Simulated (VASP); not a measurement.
VASP 6.6.1 run: BaS

INCAR

```
ISIF = 2
LWAVE = .FALSE.
EDIFF = 1E-9
GGA = PE
ISMEAR = 2
PREC = Accurate
NBANDS = 24
ENCUT = 520
LASPH = .TRUE.
NSW = 0
LCHARG = .FALSE.
IBRION = -1
NELM = 70
LREAL = .FALSE.
SIGMA = 0.01
```

KPOINTS

```
KPOINTS created by Atomic Simulation Environment
0
Gamma
6 6 4
0 0 0
```

POSCAR

```
Ba S
 1.0000000000000000
     4.4421900018022855    0.0000000000000000    0.0000000000000000
    -2.2210950009011428    3.8470493899980207    0.0000000000000000
     0.0000000000000000    0.0000000000000000    7.8128292682999998
 Ba  S
   2   2
Cartesian
  0.0000000000000000  0.0000000000000000  0.0000000000000000
  0.0000000000000000  0.0000000000000000  3.9064146341500008
 -0.0000000000000000  2.5646995933320142  1.9532073170750004
  2.2210950009011428  1.2823497966660071  5.8596219512250007
```

The recommended PBE PAW datasets give the neutral cell 32 valence electrons.

Command

```
mpirun -np 1 vasp_std
```

Q: Predict the outcome of this run.

A: It converged. Results: gap between bands v and c on the k mesh 2.31 eV; least direct gap on the k mesh 2.31 eV; pressure 0.6 GPa. Band v is the last that the valence electrons fill when counted band by band, and c is the next.

OSZICAR

```
N       E                     dE             d eps       ncg     rms          rms(c)
DAV:   1     0.199576914580E+03    0.19958E+03   -0.13701E+04  1008   0.116E+03
DAV:   2    -0.634560138872E+01   -0.20592E+03   -0.19275E+03  1376   0.212E+02
DAV:   3    -0.205568265185E+02   -0.14211E+02   -0.14095E+02  1440   0.589E+01
DAV:   4    -0.209896711138E+02   -0.43284E+00   -0.43239E+00  1528   0.970E+00
DAV:   5    -0.209975707716E+02   -0.78997E-02   -0.78970E-02  1328   0.120E+00    0.663E+00
DAV:   6    -0.199317011652E+02    0.10659E+01   -0.24137E+00  1224   0.648E+00    0.461E+00
DAV:   7    -0.199431437945E+02   -0.11443E-01   -0.74673E-01  1448   0.333E+00    0.278E+00
DAV:   8    -0.199613774816E+02   -0.18234E-01   -0.71067E-02  1184   0.128E+00    0.904E-01
DAV:   9    -0.199689270648E+02   -0.75496E-02   -0.19471E-02  1288   0.807E-01    0.178E-01
DAV:  10    -0.199700522761E+02   -0.11252E-02   -0.11968E-03  1232   0.192E-01    0.886E-02
DAV:  11    -0.199709478269E+02   -0.89555E-03   -0.10062E-03  1168   0.180E-01    0.575E-02
DAV:  12    -0.199709996195E+02   -0.51793E-04   -0.18545E-04  1456   0.626E-02    0.250E-02
DAV:  13    -0.199709983242E+02    0.12952E-05   -0.76770E-06  1336   0.126E-02    0.696E-03
DAV:  14    -0.199709987579E+02   -0.43370E-06   -0.10555E-06  1240   0.519E-03    0.562E-03
DAV:  15    -0.199709984698E+02    0.28809E-06   -0.41513E-07  1416   0.266E-03    0.871E-04
DAV:  16    -0.199709984990E+02   -0.29137E-07   -0.41980E-08  1392   0.853E-04    0.652E-04
DAV:  17    -0.199709985073E+02   -0.83246E-08   -0.44973E-09  1160   0.280E-04    0.398E-04
DAV:  18    -0.199709985076E+02   -0.27921E-09   -0.54554E-10   816   0.115E-04
   1 F= -.19970999E+02 E0= -.19970999E+02  d E =-.745842E-30
```

For comparison, a separate PBE run of the intended cell, on usual settings and not on those above, gives a gap of 2.31 eV on its mesh and a pressure of 0.6 GPa.
